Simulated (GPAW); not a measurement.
Set up this calculation in GPAW 26.7.0, as an ASE script.

* Task: relaxation of cell and atoms
* Functional: PBEsol
* Dispersion: D3(BJ)+ATM
* Potentials or basis: PAW data sets generated in the run's folder for this functional
* Cutoff: 600 eV
* Basis: pw
* k mesh: 5 × 5 × 7
* Occupations: fermi-dirac, width 0.05 eV
* Spin: no spin polarisation
* Maxiter: 150
* Optimizer: BFGS
* Fmax: 0.02 eV/Å
* Max steps: 60
* Convergence: density=1e-05 forces=0.0001

Ti:

```
Ti
1.0
     4.56737    0.00000    0.00000
    -2.28369    3.95546    0.00000
     0.00000    0.00000    2.82624
Ti
3
Cartesian
  2.2837 1.3185 1.4131
  0.0000 2.6370 1.4131
  0.0000 0.0000 0.0000
```

This isn't the form of Ti at room conditions, which is hcp.

These files were run (other wordings do the same):

run.py

```python
from ase import Atoms
from ase.calculators.mixing import SumCalculator
from ase.filters import FrechetCellFilter
from ase.io import write
from ase.optimize import BFGS
from dftd3.ase import DFTD3
from gpaw import GPAW, PW, setup_paths

setup_paths.insert(0, '.')

atoms = Atoms(['Ti', 'Ti', 'Ti'],
              cell=[[4.5673748306, 0.0, 0.0],
                    [-2.2836874153, 3.9554626319, 0.0],
                    [0.0, 0.0, 2.82624427]],
              scaled_positions=[[0.6666666667, 0.3333333333, 0.5],
                                [0.3333333333, 0.6666666667, 0.5],
                                [0.0, 0.0, 0.0]],
              pbc=True)

calc = GPAW(mode=PW(600),
            xc='PBEsol',
            kpts={'size': (5, 5, 7), 'gamma': True},
            occupations={'name': 'fermi-dirac', 'width': 0.05},
            nbands=34,
            convergence={'density': 1e-05, 'forces': 0.0001},
            maxiter=150,
            txt='gpaw.txt')
atoms.calc = SumCalculator([calc, DFTD3(damping='d3bj', params_tweaks=dict(method='pbesol', atm=True))])
opt = BFGS(FrechetCellFilter(atoms), trajectory='relax.traj', logfile='-')
done = opt.run(fmax=0.02, steps=60)
calc.write('gs.gpw')
write('result.traj', atoms)
print('Converged:', done)
print('Cell:', atoms.cell.cellpar().round(4))
print('Volume:', round(atoms.get_volume(), 4))
print(atoms.get_scaled_positions().round(5))
```

Potentials or basis: PAW data sets generated in the run's folder for this functional, pw.

Run with:

```bash
$ gpaw-setup -f PBEsol Ti
$ OMP_NUM_THREADS=1 python run.py
```

Results of the run:

| Quantity | Value |
| --- | --- |
| Relaxed volume | 15.74 Å³/atom |
| Relaxed cell | a = 4.440 Å, b = 4.440 Å, c = 2.766 Å, α = 90.00°, β = 90.00°, γ = 120.00° |
| Space group after relaxing (to 0.05 Å) | P6/mmm (No. 191) |
| Energy gained by relaxing | 30.7 meV/atom |
| Ionic steps | 6 |
| Pressure after relaxing | -0.1 GPa |
| Band gap on the k mesh | none (metal or under the smearing width) |
| Dispersion energy per atom | -0.596 eV |

Caveat: later steps reuse the first step's grids; pairwise dispersion overbinds metals, which lowers pressure and volume.

It took 75 s on 1 thread of Intel(R) Xeon(R) 6975P-C (Granite Rapids), with other jobs on the host, peak memory 0.26 GiB.
